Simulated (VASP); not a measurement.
A run of VASP 6.6.1:

run.py

```python
from ase.calculators.vasp import Vasp
from ase.dft.dos import DOS
from ase.io import read

atoms = read('BN.cif', primitive_cell=True, subtrans_included=False)
calc = Vasp(
    directory='calc',
    xc='pbe',
    pp='PBE',
    setups='recommended',
    pp_version='54',
    prec='Accurate',
    encut=520,
    ediff=1e-06,
    ismear=-1,
    sigma=0.1,
    lreal=False,
    lasph=True,
    nelm=80,
    algo='Normal',
    isif=2,
    lwave=False,
    lcharg=False,
    ivdw=202,
    lorbit=10,
    imix=1,
    amix=0.2,
    kpts=[12, 12, 12],
    gamma=True,
)
atoms.calc = calc

print('energy (eV):', atoms.get_potential_energy())
print('free energy (eV):', atoms.get_potential_energy(force_consistent=True))
print('forces (eV/A):')
print(atoms.get_forces())
print('stress (eV/A^3, Voigt):', atoms.get_stress())
print('Fermi level (eV):', calc.get_fermi_level())
dos = DOS(calc, width=0.2, window=(-10, 10), npts=201)
print('E - E_F (eV), DOS (1/eV)')
for e, g in zip(dos.get_energies(), dos.get_dos()):
    print(f'{e:8.3f} {g:10.4f}')
```

The input BN.cif:

```cif
data_BN
_cell_length_a 2.43365413
_cell_length_b 2.43365413
_cell_length_c 9.84143494
_cell_angle_alpha 90.00000000
_cell_angle_beta 90.00000000
_cell_angle_gamma 120.00000000
_space_group_name_H-M_alt 'R3m'
_space_group_name_Hall 'R 3 -2"'
_space_group_IT_number 160
loop_
_space_group_symop_operation_xyz
'x,y,z'
'-y,x-y,z'
'-x+y,-x,z'
'-y,-x,z'
'-x+y,y,z'
'x,x-y,z'
'x+2/3,y+1/3,z+1/3'
'-y+2/3,x-y+1/3,z+1/3'
'-x+y+2/3,-x+1/3,z+1/3'
'-y+2/3,-x+1/3,z+1/3'
'-x+y+2/3,y+1/3,z+1/3'
'x+2/3,x-y+1/3,z+1/3'
'x+1/3,y+2/3,z+2/3'
'-y+1/3,x-y+2/3,z+2/3'
'-x+y+1/3,-x+2/3,z+2/3'
'-y+1/3,-x+2/3,z+2/3'
'-x+y+1/3,y+2/3,z+2/3'
'x+1/3,x-y+2/3,z+2/3'
loop_
_atom_site_label
_atom_site_type_symbol
_atom_site_symmetry_multiplicity
_atom_site_Wyckoff_symbol
_atom_site_fract_x
_atom_site_fract_y
_atom_site_fract_z
_atom_site_occupancy
N1 N 3 a 0.6666666667 0.3333333333 0.0005715333 1
B1 B 3 a 0.0000000000 0.0000000000 0.0003288000 1
```

Potentials or basis: VASP PAW PBE potentials, release 54 (N, B).

The run is started by

```sh
$ python run.py
```

Hardware: 1 thread of Intel(R) Xeon(R) Platinum 8375C CPU @ 2.90GHz (Ice Lake), with other jobs on the host.

Problem. Estimate the wall time of this run.

Solution. Wall time 2.1 min on 1 thread of Intel(R) Xeon(R) Platinum 8375C CPU @ 2.90GHz (Ice Lake), on a shared host, peak memory 0.16 GiB. Counts: scf iterations 35, k points 189.
